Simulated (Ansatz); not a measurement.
RbBr:

```
Rb Br
1.0
     4.12608    0.00000    0.00000
     0.00000    4.12608    0.00000
     0.00000    0.00000    4.12608
Rb Br
1 1
Direct
  0.00000 0.00000 0.00000
  0.50000 0.50000 0.50000
```

The cell comes from a database or a generator and needn't be the stable form of this composition.

| Property | Result |
| --- | --- |
| Program | Ansatz 0.2.0 |
| Task | relaxation of cell and atoms |
| Functional | BLYP |
| Potentials or basis | all-electron LAPW, scalar-relativistic |
| Basis error allowed | 0.001 eV/atom |
| k mesh | 7 × 7 × 7 |
| Occupations | fermi-dirac, width 0.05 eV |
| Spin | no spin polarisation |

At the start: volume 35.12 Å³/atom.

Question: How do energy, volume and symmetry change on relaxing?

Answer: Over 5 steps the energy falls by 24.0 meV/atom and the volume is 39.53 Å³/atom (+12.6 %); space group Pm-3m (No. 221, to 0.05 Å).

The path:
| step | energy change (eV) | largest force (eV/Å) | volume (Å³) |
| --- | --- | --- | --- |
| 1 | 0.0000 | 0.0000 | 70.24 |
| 2 | -0.0319 | 0.0000 | 73.77 |
| 3 | -0.0474 | 0.0000 | 78.08 |
| 4 | -0.0480 | 0.0000 | 79.06 |
| 5 | -0.0480 | 0.0000 | 79.06 |

Final structure:
```cif
data_structure
_symmetry_space_group_name_H-M 'P 1'
_symmetry_Int_Tables_number 1
_cell_length_a 4.2920
_cell_length_b 4.2920
_cell_length_c 4.2920
_cell_angle_alpha 90.000
_cell_angle_beta 90.000
_cell_angle_gamma 90.000
_cell_volume 79.06
loop_
_atom_site_label
_atom_site_type_symbol
_atom_site_fract_x
_atom_site_fract_y
_atom_site_fract_z
_atom_site_occupancy
Rb1 Rb 0.00000 0.00000 0.00000 1
Br1 Br 0.50000 0.50000 0.50000 1
```
